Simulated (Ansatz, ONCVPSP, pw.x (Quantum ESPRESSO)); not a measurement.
**chlorine: does the ONCV potential hold in the solid?**

chlorine (Cl), optimised norm-conserving Vanderbilt (ONCV), made with ONCVPSP 4.0.1.1 (patched build) (PBE, scalar-relativistic). Core [Ne], reference 3s2 3p5. Waves: 3s: rc 1.54 bohr, ncon 4, nbas 7, qcut 5.3 1/bohr, 2 projectors, debl 1.6 Ha; 3p: rc 1.42 bohr, ncon 4, nbas 8, qcut 7.7 1/bohr, 1 projector. Local part: polynomial inside 1.26 bohr (lpopt 2, dvloc0 3 Ha). Core correction: polynomial model core, fcfact 0.2.

Crystal test: bcc Cl in pw.x 7.5, no spin, 13³ k-points, Fermi–Dirac smearing 0.01 Ry, cutoffs 100/400 Ry. The reference is all-electron LAPW (Ansatz 0.2.0) with the same functional, mesh and smearing; V0 and B0 come from Birch–Murnaghan fits to the pressures at five volumes. Errors are pseudo minus all-electron; Δ is the rms difference of the E(V) curves that follow from these fits, minima aligned, over ±6 % about the mean V0. Mesh and smearing are coarse, so the numbers serve the comparison and aren't converged zero-temperature values; the lattice is a test structure that the element need not adopt.

| V (Å³/atom) | P all-electron (GPa) | P pseudo (GPa) |
| --- | --- | --- |
| 20.830 | 1.44 | 2.96 |
| 21.378 | 0.56 | 1.91 |
| 21.926 | -0.18 | 1.01 |
| 22.474 | -0.81 | 0.25 |
| 23.022 | -1.34 | -0.40 |

All-electron: a0 = 3.519 Å (V0 = 21.78 Å³/atom), B0 = 28.3 GPa.

Pseudopotential: mean pressure error (GPa): +1.21; a0 (Å): 3.566; a0 error (%): +1.34; B0 error (%): -3.3; Δ (meV/atom): 5.5. This is a poor potential for the solid.

Problem. At the middle volume, how do free energy and pressure move when the wave cutoff is lowered (ecutrho kept at four times it)?

Solution.

| cutoff (Ry) | shift of F (meV/atom) | shift of P (GPa) |
| --- | --- | --- |
| 45 | +26.4 | -0.52 |
| 60 | +10.9 | +0.01 |
| 80 | +6.7 | -0.04 |

The run at the middle volume (84 k-points, 5 iterations) took about 40 s on one core of a shared host (Neoverse-N1, 64 threads, 124 GiB, load 54).
